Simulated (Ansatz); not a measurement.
## 1T-PtSTe monolayer in a perpendicular field

Wanted: the out-of-plane response of the 1T-PtSTe monolayer. A positive field points along +c.

Method: plane-wave DFT, PBE-D3(BJ), Ansatz PAW (set soft_1); PAW set soft_1, in Ansatz 0.2.0.

**1. Starting point**

The cell holds 3 atoms: 1 Te, 1 Pt and 1 S. Cell: a = 3.795 Å, b = 3.795 Å, c = 35.638 Å, α = 90.0°, β = 90.0°, γ = 120.0°. Vacuum lies along c.

**2. Relaxation**

The starting cell is a guess, so the in-plane lattice and the atoms are relaxed first, with the slab cut off from its images along the normal.

Contents of input.yaml:

```yaml
crystal:
  lattice:
    - [3.795, 0.0, 0.0]
    - [-1.8975, 3.2865664074, 0.0]
    - [0.0, 0.0, 35.638276561]
  atoms:
    - { symbol: Te, position: [0.6666666667, 0.3333333333, 0.4671943092] }
    - { symbol: Pt, position: [0.0, 0.0, 0.5077083158] }
    - { symbol: S, position: [0.3333333333, 0.6666666667, 0.5328056908] }
  periodic: [true, true, false]
kpoints:
  mp_grid: { grid: [12, 12, 1] }
hamiltonian:
  xc: pbe
  dispersion: d3bj
  pseudopotentials: { kind: paw, azcp: { folder: soft_1 } }
scf:
  occupations: { method: fermi_dirac, width: 0.05 }
  convergence: { dr2_threshold: 1.0e-09 }
relax:
  f_tol: 0.004
  max_steps: 90
  cell: {}
output:
  write_potential: true
  write_density: true
  volumetric_format: npy
```

The run is started by

```
$ ansatz run input.yaml --threads 2 --pin off --max-ram 3072MiB --backend cpu --events-out ev --progress --plain --runs-dir out
```

Numbers of over 12 decimals in the logs are rounded to 6 here.

What it wrote:

```text
Warning: relax.cell: scf.convergence.dr2_threshold = 1e-9 eV is looser than the 1.97066250367e-10 eV advised for a relaxation that steers and ends on the stress (1e-10 eV for each atom of the cell: 3, times the square of relax.cell.stress_2d_tol = 0.05 N/m over 12.3 Å (the atoms' height at the walk's start and 5 Å past either face), 4.052e-2 GPa, over a crystal's default 0.05). What an SCF threshold leaves in a stress goes as its square root, and in the free energy as the threshold itself, and one threshold admits the most on a small cell: [figures from the program's tests cut] Set scf.convergence.dr2_threshold to 1.97066250367e-10 eV or tighter. [rest of the remark cut]
Engine: ansatz 0.2.0, aarch64-unknown-linux-gnu
Pseudopotentials: kind: paw
Pseudopotential: Te, paw, valence charge 16, recommended cutoff 420 eV (normal), soft_1/Te.paw.azcp
Pseudopotential: Pt, paw, valence charge 18, recommended cutoff 420 eV (normal), soft_1/Pt.paw.azcp
Pseudopotential: S, paw, valence charge 6, recommended cutoff 420 eV (normal), soft_1/S.paw.azcp
Functional definition: PBE
  parameter kappa = 0.804
  parameter beta = 0.066725
  exchange = pbe_x(kappa = kappa, mu = beta*pi^2/3)
  correlation = pbe_c(beta = beta)
Crystal: 3 atoms, lattice volume = 444.499 Å³
Basis set: ecut = 420 eV, 8687 PW (Γ), exchange–correlation on 54×54×480 points (8 copies of the dense FFT grid, shifted against one another)
Bands: 24, of which v1, the nominal top of the filled ones, is band 20 counted from 1 (19 counted from 0)
Symmetry: 6 space group operations
Space group: P3m1 (ITA 156), of the structure as read, at distance tolerance 7.6e-5 Å
k-points: 19 of 144 (time reversal used)
Non-local potential: Te, projectors of the file, l = 0: 2, l = 1: 2, l = 2: 2, l = 3: 1
Non-local potential: Pt, projectors of the file, l = 0: 3, l = 1: 2, l = 2: 2, l = 3: 1
Non-local potential: S, projectors of the file, l = 0: 2, l = 1: 2, l = 2: 1
PAW form: soft (Blöchl's): semilocal exchange-correlation on the pseudo side does not see the compensation charge
PAW one-centre angular grid: Te, 590 points (default); XC on 64 Gauss nodes
PAW one-centre angular grid: Pt, 590 points (default); XC on 64 Gauss nodes
PAW one-centre angular grid: S, 110 points (default); XC on 64 Gauss nodes
Initial density: superposition of atomic densities (neutral atoms: chi_scale 0, normalization atom)
Initial wavefunctions: pseudopotential atomic-orbital guess
Functional: x = pbe(κ = 0.804, μ = 0.219515), c = pbe(β = 0.066725)
SCF iter   1: F=—  HF=-20409.176802 eV  |F-HF|=—  |Δ(HF+E_count)|=         —  Δρ=2.93e-2  dr2=5.22e0  ethr=3.10e-3  ⟨swp⟩=17.8  Hψ=4039  notcnv=0
preconditioner: auto → Resta (q_TF=auto, 1.826 Å⁻¹)  ε∞=1.9  [insulator: Δε(μ)=0.896 eV  Ē_g=8.761 eV  σ=0.050 eV  W_gap=1.00  n_scr=20 (ndim 8)  ℏωp=8.3 eV  f_vac=0.817  D(μ)=0.00/eV (n_scr^D=0)  ε∞_Penn≈1.9  vacuum switching on, ρ_ref=5.6e-3 e/Å³]
SCF iter   2: F=—  HF=-20408.986742 eV  |F-HF|=—  |Δ(HF+E_count)|=   1.90e-1  Δρ=2.09e-2  dr2=6.69e0  ethr=3.10e-3  ⟨swp⟩=5.6  Hψ=1461  notcnv=0
preconditioner: auto → LDOS  [metal: Δε(μ)=0.021 eV  Ē_g=8.665 eV  σ=0.050 eV  W_gap=0.10  n_scr=20 (ndim 8)  ℏωp=8.3 eV  f_vac=0.819  D(μ)=2.16/eV (n_scr^D=10)  β→1.0]
SCF iter   3: F=—  HF=-20408.184678 eV  |F-HF|=—  |Δ(HF+E_count)|=   8.02e-1  Δρ=4.99e-3  dr2=1.33e-1  ethr=3.10e-3  ⟨swp⟩=4.5  Hψ=1188  notcnv=0
SCF iter   4: F=—  HF=-20408.189744 eV  |F-HF|=—  |Δ(HF+E_count)|=   5.07e-3  Δρ=2.70e-3  dr2=7.82e-2  ethr=3.33e-4  ⟨swp⟩=4.6  Hψ=1244  notcnv=0
SCF iter   5: F=—  HF=-20408.179830 eV  |F-HF|=—  |Δ(HF+E_count)|=   9.91e-3  Δρ=4.38e-4  dr2=1.71e-3  ethr=1.96e-4  ⟨swp⟩=3.4  Hψ=814  notcnv=0
SCF iter   6: F=—  HF=-20408.179973 eV  |F-HF|=—  |Δ(HF+E_count)|=   1.43e-4  Δρ=1.72e-4  dr2=2.11e-4  ethr=4.27e-6  ⟨swp⟩=3.2  Hψ=1065  notcnv=0
SCF iter   7: F=—  HF=-20408.179968 eV  |F-HF|=—  |Δ(HF+E_count)|=   5.27e-6  Δρ=5.89e-5  dr2=4.41e-5  ethr=5.29e-7  ⟨swp⟩=4.0  Hψ=1090  notcnv=0
SCF iter   8: F=—  HF=-20408.179967 eV  |F-HF|=—  |Δ(HF+E_count)|=   4.84e-7  Δρ=1.53e-5  dr2=1.01e-6  ethr=1.10e-7  ⟨swp⟩=2.5  Hψ=761  notcnv=0
SCF iter   9: F=—  HF=-20408.180032 eV  |F-HF|=—  |Δ(HF+E_count)|=   6.48e-5  Δρ=4.68e-6  dr2=1.53e-7  ethr=2.54e-9  ⟨swp⟩=3.6  Hψ=1064  notcnv=0
SCF iter  10: F=—  HF=-20408.180032 eV  |F-HF|=—  |Δ(HF+E_count)|=   8.90e-8  Δρ=1.13e-6  dr2=1.20e-8  ethr=3.81e-10  ⟨swp⟩=3.5  Hψ=1005  notcnv=0
SCF iter  11: F=-20408.180032 eV  HF=-20408.180032 eV  |F-HF|=5.94e-9  |Δ(HF+E_count)|=   1.38e-9  Δρ=2.68e-7  dr2=2.42e-10  ethr=2.50e-12  ⟨swp⟩=11.6  Hψ=4290  notcnv=0
SCF 1 converged in 11 iterations: F = -20408.180032 eV  dr2 = 2.42e-10
  greatest PAW one-centre occupation: 1.000 electrons in one spin orbital (limit 2), on the Pt atom at site 1 (counted from 0), in its partial waves of l = 0
relax step   1: F+E_penalty+E_count = -20408.18003213 eV  Δ(F+E_penalty+E_count) = +0.000e0 eV  max|allowed force component| = 2.631e0 eV/Å  Δτ_max = 0.0000 Å  P = +4.107 N/m  Ω = 444.499 Å³  fix = [c, alpha, beta]  reactions: c +0.000 N/m  (11 SCF iters, accepted)
Crystal: 3 atoms, lattice volume = 444.537 Å³
Initial density: handed on by an earlier stage of this run
Initial wavefunctions: those handed on with the density
iter 1 solved again at ethr=2.05e-4 eV; its pass at ethr=3.10e-3 eV (dr2=8.19e-2 eV) is discarded
SCF iter   1: F=—  HF=-20408.575596 eV  |F-HF|=—  |Δ(HF+E_count)|=         —  Δρ=6.34e-3  dr2=7.82e-2  ethr=2.05e-4  ⟨swp⟩=2.6  Hψ=3768  notcnv=0
preconditioner: auto → Resta (q_TF=auto, 1.826 Å⁻¹)  ε∞=2.0  [insulator: Δε(μ)=0.777 eV  Ē_g=8.201 eV  σ=0.050 eV  W_gap=1.00  n_scr=20 (ndim 8)  ℏωp=8.3 eV  f_vac=0.812  D(μ)=0.00/eV (n_scr^D=0)  ε∞_Penn≈2.0  vacuum switching on, ρ_ref=4.9e-3 e/Å³]
SCF iter   2: F=—  HF=-20408.570376 eV  |F-HF|=—  |Δ(HF+E_count)|=   5.22e-3  Δρ=3.28e-3  dr2=1.11e-1  ethr=1.95e-4  ⟨swp⟩=3.9  Hψ=833  notcnv=0
SCF iter   3: F=—  HF=-20408.578262 eV  |F-HF|=—  |Δ(HF+E_count)|=   7.89e-3  Δρ=2.87e-3  dr2=2.11e-1  ethr=1.95e-4  ⟨swp⟩=4.7  Hψ=945  notcnv=0
SCF iter   4: F=—  HF=-20408.562681 eV  |F-HF|=—  |Δ(HF+E_count)|=   1.56e-2  Δρ=6.90e-4  dr2=1.00e-3  ethr=1.95e-4  ⟨swp⟩=3.8  Hψ=809  notcnv=0
SCF iter   5: F=—  HF=-20408.562722 eV  |F-HF|=—  |Δ(HF+E_count)|=   4.09e-5  Δρ=1.38e-4  dr2=1.23e-4  ethr=2.51e-6  ⟨swp⟩=3.7  Hψ=1059  notcnv=0
SCF iter   6: F=—  HF=-20408.562712 eV  |F-HF|=—  |Δ(HF+E_count)|=   1.02e-5  Δρ=7.96e-5  dr2=2.34e-5  ethr=3.06e-7  ⟨swp⟩=3.1  Hψ=805  notcnv=0
SCF iter   7: F=—  HF=-20408.562714 eV  |F-HF|=—  |Δ(HF+E_count)|=   1.61e-6  Δρ=3.74e-5  dr2=9.36e-6  ethr=5.85e-8  ⟨swp⟩=3.4  Hψ=994  notcnv=0
[...]
SCF iter   3: F=—  HF=-20408.567516 eV  |F-HF|=—  |Δ(HF+E_count)|=   4.47e-5  Δρ=4.28e-4  dr2=2.36e-3  ethr=4.31e-6  ⟨swp⟩=2.4  Hψ=617  notcnv=0
SCF iter   4: F=—  HF=-20408.567361 eV  |F-HF|=—  |Δ(HF+E_count)|=   1.55e-4  Δρ=1.91e-4  dr2=2.02e-4  ethr=4.31e-6  ⟨swp⟩=1.3  Hψ=490  notcnv=0
SCF iter   5: F=—  HF=-20408.567357 eV  |F-HF|=—  |Δ(HF+E_count)|=   3.90e-6  Δρ=5.68e-5  dr2=1.10e-5  ethr=5.06e-7  ⟨swp⟩=3.1  Hψ=739  notcnv=0
SCF iter   6: F=—  HF=-20408.567375 eV  |F-HF|=—  |Δ(HF+E_count)|=   1.84e-5  Δρ=6.35e-5  dr2=4.87e-5  ethr=2.75e-8  ⟨swp⟩=3.2  Hψ=1046  notcnv=0
SCF iter   7: F=—  HF=-20408.567369 eV  |F-HF|=—  |Δ(HF+E_count)|=   6.59e-6  Δρ=1.74e-5  dr2=3.36e-6  ethr=2.75e-8  ⟨swp⟩=3.1  Hψ=857  notcnv=0
SCF iter   8: F=—  HF=-20408.567429 eV  |F-HF|=—  |Δ(HF+E_count)|=   5.99e-5  Δρ=1.28e-6  dr2=9.20e-9  ethr=8.41e-9  ⟨swp⟩=2.8  Hψ=855  notcnv=0
SCF iter   9: F=—  HF=-20408.567429 eV  |F-HF|=—  |Δ(HF+E_count)|=   2.74e-9  Δρ=3.78e-7  dr2=1.04e-9  ethr=2.30e-11  ⟨swp⟩=4.3  Hψ=1192  notcnv=0
SCF iter  10: F=-20408.567429 eV  HF=-20408.567429 eV  |F-HF|=2.18e-11  |Δ(HF+E_count)|=   1.42e-9  Δρ=1.39e-7  dr2=1.57e-10  ethr=2.50e-12  ⟨swp⟩=11.6  Hψ=3460  notcnv=0
SCF 3 converged in 10 iterations: F = -20408.567429 eV  dr2 = 1.57e-10
relax step   3: F+E_penalty+E_count = -20408.56742854 eV  Δ(F+E_penalty+E_count) = -4.657e-3 eV  max|allowed force component| = 6.026e-2 eV/Å  Δτ_max = 0.0212 Å  P = -0.517 N/m  Ω = 444.527 Å³  energy of the carried Pulay correction = -1.277e-6 eV  fix = [c, alpha, beta]  reactions: c -0.000 N/m  (10 SCF iters, accepted)
[...]
relax step   4: F+E_penalty+E_count = -20408.57154245 eV  Δ(F+E_penalty+E_count) = -4.114e-3 eV  max|allowed force component| = 2.971e-2 eV/Å  Δτ_max = 0.0188 Å  P = -0.275 N/m  Ω = 439.774 Å³  energy of the carried Pulay correction = +2.209e-4 eV  fix = [c, alpha, beta]  reactions: c -0.000 N/m  (9 SCF iters, accepted)
[...]
relax step   5: F+E_penalty+E_count = -20408.57218183 eV  Δ(F+E_penalty+E_count) = -6.394e-4 eV  max|allowed force component| = 7.823e-3 eV/Å  Δτ_max = 0.0054 Å  P = -0.023 N/m  Ω = 437.437 Å³  energy of the carried Pulay correction = +3.311e-4 eV  fix = [c, alpha, beta]  reactions: c -0.000 N/m  (8 SCF iters, accepted)
[...]
relax step   6: F+E_penalty+E_count = -20408.57219048 eV  Δ(F+E_penalty+E_count) = -8.650e-6 eV  max|allowed force component| = 4.507e-4 eV/Å  Δτ_max = 0.0004 Å  P = -0.001 N/m  Ω = 437.345 Å³  energy of the carried Pulay correction = +3.354e-4 eV  fix = [c, alpha, beta]  reactions: c -0.000 N/m  (7 SCF iters, accepted)
Initial wavefunctions: pseudopotential atomic-orbital guess (no wavefunctions were taken with the density)
iter 1 solved again at ethr=1.15e-6 eV; its pass at ethr=3.10e-3 eV (dr2=4.62e-4 eV) is discarded
SCF iter   1: F=—  HF=-20408.571836 eV  |F-HF|=—  |Δ(HF+E_count)|=         —  Δρ=1.24e-5  dr2=1.86e-7  ethr=1.15e-6  ⟨swp⟩=5.2  Hψ=5761  notcnv=0
eigensolver tolerance schedule: the retry pair's looser diagonalisation over-reported the residual by 2485.68 of it (diagonalisation noise at 12.59 of the residual, at the tolerance the schedule requests for it); recorded, not acted on — ethr = c·dr2/N_el stays at c = 1.0e-1
SCF iter   2: F=—  HF=-20408.571893 eV  |F-HF|=—  |Δ(HF+E_count)|=   5.69e-5  Δρ=6.17e-6  dr2=6.48e-8  ethr=4.64e-10  ⟨swp⟩=5.4  Hψ=1609  notcnv=0
SCF iter   3: F=—  HF=-20408.571893 eV  |F-HF|=—  |Δ(HF+E_count)|=   1.75e-8  Δρ=3.31e-6  dr2=9.67e-8  ethr=1.62e-10  ⟨swp⟩=3.6  Hψ=860  notcnv=0
SCF iter   4: F=—  HF=-20408.571893 eV  |F-HF|=—  |Δ(HF+E_count)|=   7.54e-9  Δρ=2.10e-6  dr2=1.22e-7  ethr=1.62e-10  ⟨swp⟩=2.2  Hψ=587  notcnv=0
SCF iter   5: F=—  HF=-20408.571893 eV  |F-HF|=—  |Δ(HF+E_count)|=   6.64e-9  Δρ=7.40e-7  dr2=8.97e-9  ethr=1.62e-10  ⟨swp⟩=1.4  Hψ=486  notcnv=0
iter 6 met the thresholds in force, and the SCF goes on: an eigenvalue changes by 1.88 meV, over its tolerance of 1.07 meV (output.eigenvalues, Limitations)
SCF iter   6: F=-20408.571893 eV  HF=-20408.571893 eV  |F-HF|=7.28e-10  |Δ(HF+E_count)|=  2.44e-10  Δρ=2.96e-7  dr2=3.76e-10  ethr=2.50e-12  ⟨swp⟩=15.2  Hψ=4273  notcnv=0
SCF iter   7: F=-20408.571893 eV  HF=-20408.571893 eV  |F-HF|=1.46e-10  |Δ(HF+E_count)|=   1.04e-9  Δρ=1.39e-7  dr2=1.74e-10  ethr=1.00e-12  ⟨swp⟩=9.2  Hψ=3277  notcnv=0
SCF 7 converged in 7 iterations: F = -20408.571893 eV  dr2 = 1.74e-10
relax step   7: F+E_penalty+E_count = -20408.57189301 eV  Δ(F+E_penalty+E_count) = +2.975e-4 eV  max|allowed force component| = 3.268e-4 eV/Å  Δτ_max = 0.0000 Å  P = -0.004 N/m  Ω = 437.345 Å³  fix = [c, alpha, beta]  reactions: c -0.000 N/m  stress off target by 3.54e-3 N/m on what of the cell is left free  SCF on the basis re-selected at this cell (its energy is not comparable with the rows above)  (7 SCF iters)
basis re-selected at this cell: Δ(F+E_penalty+E_count) = +2.975e-4 eV, ΔP = -0.003 N/m vs the last step (what re-selecting the basis moved, of the pressure what is left beyond the Pulay correction that the steps carried, after the strain that the cell walked since its last selection, with what the two solves' SCF thresholds leave and, on support functions, any second-order correction that the steps lacked; it is no m [...]
SCF converged after 7 iterations
an eigenvalue changed by more than its tolerance at an iteration that met the thresholds in force, so the SCF went on 1 time: the last check found none over its tolerance
Free energy (F): -20408.571893 eV
Harris-Foulkes:  -20408.571893 eV  (|F-HF|=1.46e-10)
Internal energy: -20408.571869 eV  (E = F + TS)
E sigma→0 (E₀):  -20408.571881 eV
Entropy (-TS):   -0.000024 eV (-0.008 meV/atom)
Fermi energy:    -5.026361 eV
--- Per-component energies (eV) ---
  E_band       = -1205.786209
  E_kinetic    = 872.977897
  E_local      = -94266.795744  (includes V_loc(G=0)·N_el)
  E_nonlocal   = 303.536592
  E_hartree    = 46531.539606
  E_xc         = -442.946184
  E_vxc        = -454.992214  (∫ρ·V_xc dr)
  E_paw        = -14763.706519  (= ΣΔE_a)
  E_vpaw       = -723.592568  (= ΣTr[D̂ρ^β])
  E_aug_tail   = 0.001191  (compensation charges beyond the density's cutoff)
  E_ewald      = 41357.752535
  E_disp       = -0.931244  (pairwise vdW)
  E_smearing   = -0.000024  (= −TS)
  E_closure    = -0.000000  (closes the sum)
  Σ components = -20408.571893   (vs F -20408.571893, Δ=0.00e0)
--- Forces (eV/Å), atoms counted from 1 ---
  atom   1  Te     0.00000000     0.00000000     0.00026643
  atom   2  Pt     0.00000000     0.00000000     0.00005849
  atom   3  S     -0.00000000     0.00000000    -0.00032767
  max |Σ_I F_I| component: 2.75e-6 eV/Å
--- 2D stress c σ (N/m, compression-positive) ---
       -0.003541      -0.000000      -0.000000
        0.000000      -0.003541      -0.000000
       -0.000000      -0.000000      -0.000000
  P = ½ c Tr σ = -0.0035 N/m
--- Band table (eV; the first three rows and the last of 19) ---
  k-point 0: bands = [... 16 lower, -7.2803, -5.9917, -5.5283, -5.5283, -2.5940, -2.5940, -1.6090, -0.6355]
  k-point 1: bands = [... 16 lower, -7.3598, -6.0835, -5.5455, -5.5453, -3.1264, -2.7282, -1.4333, -0.4752]
  k-point 2: bands = [... 16 lower, -7.6520, -6.2166, -5.6641, -5.5335, -4.0144, -2.9713, -1.0350, -0.1256]
  k-point 18: bands = [... 16 lower, -8.5775, -7.6287, -6.9360, -6.5126, -4.6374, -3.3800, -0.4041, 1.4406]
  the weakly bound empty levels are not read free of the cell's end (no_gap_told)
--- Relaxed structure (6 steps of the walk, 6 accepted, 1 SCFs on fresh bases) ---
  F+E_penalty+E_count = -20408.57189301 eV   max|allowed force component| = 3.268e-4 eV/Å   (the final SCF, on the basis selected at the relaxed cell)
  cell:  # Å, volume = 437.3455 Å³
    - [3.764338, -2.2694211600158534e-18, 0]
    - [-1.882169, 3.260013, 0]
    - [0, 0, 35.638276561]
  atoms:
    - { symbol: Te, position: [0.666667, 0.333333, 0.464010] }
    - { symbol: Pt, position: [0, 0, 0.505003] }
    - { symbol: S, position: [0.333333, 0.666667, 0.538696] }
```

The job ended after 78 s (2 threads of Arm Neoverse V1, shared host; peak memory 0.69 GiB).

The steps of the relaxation:

```tsv
step	energy less that of the first step (eV)	largest force component (eV/Å)	volume (Å³)
1	0.0000	2.6311	444.50
2	-0.3827	0.3431	444.54
3	-0.3874	0.0603	444.53
4	-0.3915	0.0297	439.77
5	-0.3921	0.0078	437.44
6	-0.3922	0.0005	437.35
7*	-0.3919	0.0003	437.35
```

Relaxation steps marked * repeat the geometry before them on a plane-wave basis chosen anew for their cell, so energy and pressure can jump there.

Forces are held to the 6 operations that the run works with; a distortion that breaks them can't arise in this run.

```tsv
cell as run	before	after	change
a (Å)	3.795	3.764	-0.8 %
b (Å)	3.795	3.764	-0.8 %
```

The atoms that moved most (Å, along periodic axes as changes of fractional coordinates times the final cell, across vacuum about the mean position):

```tsv
atom	dx	dy	dz	length
S3	0.000	0.000	0.210	0.210
Te1	0.000	0.000	-0.113	0.113
Pt2	0.000	0.000	-0.096	0.096
```

The relaxed structure:

```
Te Pt S
1.0
     3.76434    0.00000    0.00000
    -1.88217    3.26001    0.00000
     0.00000    0.00000   35.63828
Te Pt S
1 1 1
Direct
  0.66667 0.33333 0.46401
  0.00000 0.00000 0.50500
  0.33333 0.66667 0.53870
```

The lattice constant a goes from 3.795 to 3.764 Å.

[end of part 1 of 2]

[Logs are printed without paths, hosts, clocks, repeated set-up lines and the standing remarks that a program may print on its own settings, such as how far it seeks lower states.]

[Hosts, paths, dates, database ids (printed as entryN), source tags and the programs' standing remarks are cut or masked in the printed files.]

[Maps of the electrostatic potential energy from Ansatz leave out the sawtooth potential of an applied field or a dipole correction, so their vacuum need not be flat; planar profiles and work functions include it.]
